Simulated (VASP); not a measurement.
Set up this calculation in VASP 6.6.1, as the native input.

```yaml
Task: relaxation of the atoms
Functional: PBE
Dispersion: D3(BJ)
Potentials_or_basis: VASP PAW PBE potentials, release 64 (Na_pv, Cl)
Cutoff: 600 eV
k_mesh: 8 × 8 × 8
Occupations: gaussian, width 0.03 eV
Spin: no spin polarisation
Further_INCAR_settings: ALGO = Normal; EDIFF = 1e-07; IBRION = 2; EDIFFG = -0.01; NSW = 40
```

The structure of NaCl lies in POSCAR:

```
NaCl                                    
1.0
    0.0000000000      2.8452424833      2.8452424833
    2.8452424833      0.0000000000      2.8452424833
    2.8452424833      2.8452424833      0.0000000000
  Na              Cl            
     1     1
Direct
     1.0000000000000000    0.0000000000000000    1.0000000000000000
     0.5000000000000000    0.5000000000000000    0.5000000000000000
```

The cell isn't the ideal one: a relaxed cell with its volume scaled by 1.06.

These files were run (other wordings do the same):

INCAR

```
  PREC = Accurate
  ENCUT = 600
  EDIFF = 1E-7
  ISMEAR = 0
  SIGMA = 0.03
  LREAL = False
  LASPH = True
  NELM = 80
  ALGO = Normal
  ISIF = 2
  LWAVE = False
  LCHARG = False
  GGA = PE
  IVDW = 12
  IBRION = 2
  NSW = 40
  EDIFFG = -0.01
```

KPOINTS

```
Automatic mesh
0
Gamma
  8 8 8
```

Potentials or basis: VASP PAW PBE potentials, release 64 (Na_pv, Cl).

The run is started by

```console
$ cat potpaw_PBE.64/Na_pv/POTCAR potpaw_PBE.64/Cl/POTCAR > POTCAR
$ mpirun -np 1 vasp_std > vasp.out
```

It gave:

* Pressure after relaxing: -1.4 GPa
* Band gap on the k mesh: 5.01 eV, direct
* Dispersion energy per atom: -0.209 eV

Caveat: the relaxation stopped at its first step, so nothing moved.

Wall time 6.1 s on 1 thread of Intel(R) Xeon(R) 6975P-C (Granite Rapids) (shared host), peak memory 0.18 GiB.
